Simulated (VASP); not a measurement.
Wanted: the native input for a VASP 6.6.1 run.

- Task: single point
- Functional: LDA
- Potentials or basis: VASP PAW LDA potentials, release 64 (Ca_sv)
- Cutoff: 520 eV
- k mesh: 16 × 16 × 16
- Occupations: gaussian, width 0.15 eV
- Spin: no spin polarisation
- Dipole correction: no
- Further INCAR settings: ALGO = Normal; EDIFF = 1e-06; NBANDS = 11

The structure of Ca lies in POSCAR:

```
Ca
1.0
   -2.2400000000      2.2400000000      2.2400000000
    2.2400000000     -2.2400000000      2.2400000000
    2.2400000000      2.2400000000     -2.2400000000
Ca
1
Direct
    0.0000000000      0.0000000000      0.0000000000
```

This isn't the form of Ca at room conditions, which is fcc.

One way to write it, as run:

INCAR

```
ALGO = Normal ; EDIFF = 1E-6
ENCUT = 520 ; ISIF = 2
ISMEAR = 0 ; LASPH = T
LCHARG = F ; LREAL = F
LWAVE = F ; NBANDS = 11
NELM = 60 ; PREC = Accurate
SIGMA = 0.15
```

KPOINTS

```
k-points
0
Gamma
  16 16 16
```

Potentials or basis: VASP PAW LDA potentials, release 64 (Ca_sv).

Run with:

```sh
$ cat potpaw_LDA.64/Ca_sv/POTCAR > POTCAR
$ mpirun -np 1 vasp_std > vasp.out
```

It gave:

The pressure is -2.5 GPa and the band gap on the k mesh is none (metal or under the smearing width).

Wall time 26 s on 1 thread of Intel(R) Xeon(R) 6975P-C (Granite Rapids) (shared host), peak memory 0.19 GiB.
